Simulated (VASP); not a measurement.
# GaN: relaxed cell and band gap, by functional

GaN, P6_3mc (no. 186), 4 atoms in the cell.

| Functional | Volume (Å³/atom) | Change from the starting volume (fraction) | Gap, path and mesh (eV) | Time (s) |
|---|---|---|---|---|
| rev-vdW-DF2 | 11.56 | 0.022 | 1.80 | 455 |
| vdW-DF-cx | 11.41 | 0.009 | 1.90 | 464 |
| vdW-DF3-opt1 | 11.41 | 0.008 | 1.91 | 954 |
| vdW-DF3-opt2 | 11.52 | 0.019 | 1.82 | 804 |

## Input of the first row

INCAR.step1:
```
PREC     = Accurate       # precision mode
ENCUT    = 600            # plane-wave cutoff, eV
EDIFF    = 1E-7           # SCF threshold, eV
ISMEAR   = 0              # smearing method
SIGMA    = 0.02           # smearing width, eV
LREAL    = False          # projectors in reciprocal space
LASPH    = True           # aspherical terms in the spheres
GGA_COMPAT= False        
ALGO     = Normal         # electronic algorithm
NELM     = 150            # most SCF steps
ISIF     = 3              # what is computed and relaxed
LWAVE    = False          # write WAVECAR
LCHARG   = False          # write CHGCAR
GGA      = MK             # functional
PARAM1   = 0.1234568    
PARAM2   = 0.7114       
ZAB_VDW  = -1.8867      
LUSE_VDW = True         
AGGAC    = 0.0          
IBRION   = 2              # ionic algorithm
EDIFFG   = -0.002         # ionic threshold
NSW      = 60             # ionic steps
KPAR     = 4             
```

INCAR.step2, as INCAR.step1 but for:
```
- NSW = 60
+ NSW = 40
```

INCAR.step3, as INCAR.step2 but for:
```
- ISIF = 3
- IBRION = 2
- EDIFFG = -0.002
- NSW = 40
+ ISIF = 2
+ NBANDS = 26
```

KPOINTS:
```
k-points
0
Gamma
  7 7 4
```

KPOINTS_OPT:
```
path GMKGALHA,LM,KH
8
line-mode
reciprocal
 0.0000000000  0.0000000000  0.0000000000  G
 0.5000000000  0.0000000000  0.0000000000  M

 0.5000000000  0.0000000000  0.0000000000  M
 0.3333333333  0.3333333333  0.0000000000  K

 0.3333333333  0.3333333333  0.0000000000  K
 0.0000000000  0.0000000000  0.0000000000  G

 0.0000000000  0.0000000000  0.0000000000  G
 0.0000000000  0.0000000000  0.5000000000  A

 0.0000000000  0.0000000000  0.5000000000  A
 0.5000000000  0.0000000000  0.5000000000  L

 0.5000000000  0.0000000000  0.5000000000  L
 0.3333333333  0.3333333333  0.5000000000  H

 0.3333333333  0.3333333333  0.5000000000  H
 0.0000000000  0.0000000000  0.5000000000  A

 0.5000000000  0.0000000000  0.5000000000  L
 0.5000000000  0.0000000000  0.0000000000  M

 0.3333333333  0.3333333333  0.0000000000  K
 0.3333333333  0.3333333333  0.5000000000  H
```

POSCAR.step1:
```
GaN
1.0
    3.1800000000      0.0000000000      0.0000000000
   -1.5900000000      2.7539607840      0.0000000000
    0.0000000000      0.0000000000      5.1660000000
Ga N
2 2
Direct
    0.6666666667      0.3333333333      0.5000000000
    0.3333333333      0.6666666667      0.0000000000
    0.6666666667      0.3333333333      0.8750000000
    0.3333333333      0.6666666667      0.3750000000
```

Commands (each step's output is kept before the next begins):
```
cat potpaw_PBE.64/Ga_d/POTCAR potpaw_PBE.64/N/POTCAR > POTCAR
cp INCAR.step1 INCAR
cp POSCAR.step1 POSCAR
mpirun -np 4 vasp_std > vasp.out
cp CONTCAR POSCAR
rm WAVECAR CHG
cp INCAR.step2 INCAR
mpirun -np 4 vasp_std > vasp.out
cp CONTCAR POSCAR
rm WAVECAR CHG
cp INCAR.step3 INCAR
mpirun -np 4 vasp_std > vasp.out
```

Changes of the last row against the first:
```
(all steps)
- PARAM2 = 0.7114
+ PARAM2 = 0.58
+ IVDW_NL = 4
```

VASP 6.6.1 took 455 s on 4 cores (Intel Xeon Platinum 8488C (Sapphire Rapids)), a shared host.
